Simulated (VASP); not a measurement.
Set up this calculation in VASP 6.6.1, as the native input.

```
Task                   : relaxation of cell and atoms
Functional             : revPBE
Potentials or basis    : VASP PAW PBE potentials, release 64 (Mn_pv, F)
Cutoff                 : 600 eV
k mesh                 : 5 × 5 × 6
Occupations            : fermi-dirac, width 0.05 eV
Spin                   : collinear spin, ferromagnetic start
Starting moments       : [4.0, 4.0, 0.0, 0.0, 0.0, 0.0] μB
Further INCAR settings : ALGO = Normal; EDIFF = 1e-06; IBRION = 2; EDIFFG = -0.02; NSW = 60; ISIF = 3
```

The structure of MnF2 lies in POSCAR:

```
MnF2
1.0
    4.8738000000      0.0000000000      0.0000000000
    0.0000000000      4.8738000000      0.0000000000
    0.0000000000      0.0000000000      3.3107000000
Mn F
2 4
Direct
    0.5000000000      0.5000000000      0.5000000000
    0.0000000000      0.0000000000      0.0000000000
    0.8053000000      0.1947000000      0.5000000000
    0.6947000000      0.6947000000      0.0000000000
    0.1947000000      0.8053000000      0.5000000000
    0.3053000000      0.3053000000      0.0000000000
```

The input as run:

INCAR

```
  PREC = Accurate
  ENCUT = 600
  EDIFF = 1E-6
  ISMEAR = -1
  SIGMA = 0.05
  LREAL = F
  LASPH = T
  NELM = 150
  ALGO = Normal
  ISIF = 3
  LWAVE = F
  LCHARG = F
  ISPIN = 2
  MAGMOM = 4 4 0 0 0 0
  LORBIT = 11
  LMAXMIX = 4
  GGA = RE
  IBRION = 2
  NSW = 60
  EDIFFG = -0.02
```

KPOINTS

```
regular mesh
0
Gamma
  5 5 6
```

Potentials or basis: VASP PAW PBE potentials, release 64 (Mn_pv, F).

Run with:

```sh
$ cat potpaw_PBE.64/Mn_pv/POTCAR potpaw_PBE.64/F/POTCAR > POTCAR
$ mpirun -np 1 vasp_std > vasp.out
```

It gave:

| Property | Result |
| --- | --- |
| Relaxed volume | 14.12 Å³/atom |
| Relaxed cell | a = 5.018 Å, b = 5.018 Å, c = 3.364 Å, α = 90.00°, β = 90.00°, γ = 90.00° |
| Space group after relaxing (to 0.05 Å) | P4_2/mnm (No. 136) |
| Energy gained by relaxing | 20.4 meV/atom |
| Ionic steps | 8 |
| Pressure after relaxing | 0.1 GPa |
| Largest force after relaxing | 0.005 eV/Å |
| Band gap on the k mesh | 1.48 eV, direct |
| Net moment | 10.00 μB per cell |
| Site moments | Mn +4.61; F +0.08 μB |
| Valence electrons inside the program's atomic spheres | Mn 11.19; F 6.10 |

Caveat: the PAW data sets were made with another functional, which shifts forces and pressure a little; an odd mesh through Γ misses points on the zone boundary, where band edges often lie; only a ferromagnetic start was run, and an antiferromagnetic order may lie lower in energy.

Run time: 6 min on 1 thread of Intel(R) Xeon(R) 6975P-C (Granite Rapids) (shared host), peak memory 0.31 GiB.
